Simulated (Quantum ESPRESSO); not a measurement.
Cu3Au (Auricupride):

```
Au Cu
1.0
     3.74000    0.00000    0.00000
     0.00000    3.74000    0.00000
     0.00000    0.00000    3.74000
Au Cu
1 3
Direct
  0.00000 0.00000 0.00000
  0.50000 0.50000 0.00000
  0.50000 0.00000 0.50000
  0.00000 0.50000 0.50000
```

* Program: Quantum ESPRESSO 7.5
* Task: phonons
* Functional: LDA
* Potentials or basis: JTH 2.0 LDA
* Cutoff: 735 eV
* Density cutoff: 4408 eV
* k mesh: 4 × 4 × 4, shifted
* Occupations: cold, width 0.272 eV
* Spin: no spin polarisation
* Form of the LDA correlation: PW92
* Most SCF iterations: 120
* SCF threshold: 8e-10 Ry
* Mixing ndim: 16
* Mixing beta: 0.1

At Γ the optical frequencies are 104 104 104 150 150 150 200 200 200 cm⁻¹, at a pressure of -7.7 GPa.

Problem. How do the modes respond when the cell is scaled evenly, at fixed shape?

Solution. The highest mode has a Grüneisen parameter of 2.88 and moves by +4.1 cm⁻¹ per GPa. None of the listed modes softens on compression. The pressures give a bulk modulus of about 142 GPa.

Frequencies at 99 % and 101 % of the volume (pressures -6.3 and -9.1 GPa), ions relaxed:
| mode | 99 % (cm⁻¹) | 101 % (cm⁻¹) | Grüneisen parameter |
| --- | --- | --- | --- |
| 4 | 107.1 | 101.0 | 2.92 |
| 5 | 107.1 | 101.0 | 2.92 |
| 6 | 107.1 | 101.0 | 2.92 |
| 7 | 153.5 | 145.4 | 2.71 |
| 8 | 153.5 | 145.4 | 2.71 |
| 9 | 153.5 | 145.4 | 2.71 |
| 10 | 206.0 | 194.4 | 2.88 |
| 11 | 206.0 | 194.4 | 2.88 |
| 12 | 206.0 | 194.4 | 2.88 |

Modes are matched by their order; those that don't vary smoothly over the three volumes are left out.

Caveat: the k mesh is coarse (spacing up to 0.42 Å⁻¹), so the values aren't converged; the mesh is thin for the phonons of a metal; the cell is more than 3 GPa from zero pressure, which shifts response properties.
